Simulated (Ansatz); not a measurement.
The system is Si2W.

```
W Si
1.0
    -1.60690    1.60690    3.91495
     1.60690   -1.60690    3.91495
     1.60690    1.60690   -3.91495
W Si
1 2
Direct
  0.00000 0.00000 0.00000
  0.66530 0.66530 0.00000
  0.33470 0.33470 0.00000
```

Base run:

* Program: Ansatz 0.2.0
* Functional: PBEsol
* Potentials or basis: all-electron LAPW, non-relativistic
* Cutoff: 215 eV (chosen from the basis error)
* Basis error allowed: 0.002 eV/atom
* k mesh: 12 × 12 × 12
* Occupations: fermi-dirac, width 0.05 eV
* Spin: no spin polarisation

Its results: pressure 5.5 GPa; largest force 0.077 eV/Å.

Question: The run is repeated on the same cell with these changes: potentials or basis from all-electron LAPW, non-relativistic to all-electron PAW datasets made for the crystal. What comes out?

Answer: Pressure -2.0 GPa; largest force 0.020 eV/Å.

Caveats: relativity is left out, which matters for the heavier elements (some runs).

The runs don't all hold the same shells in valence.
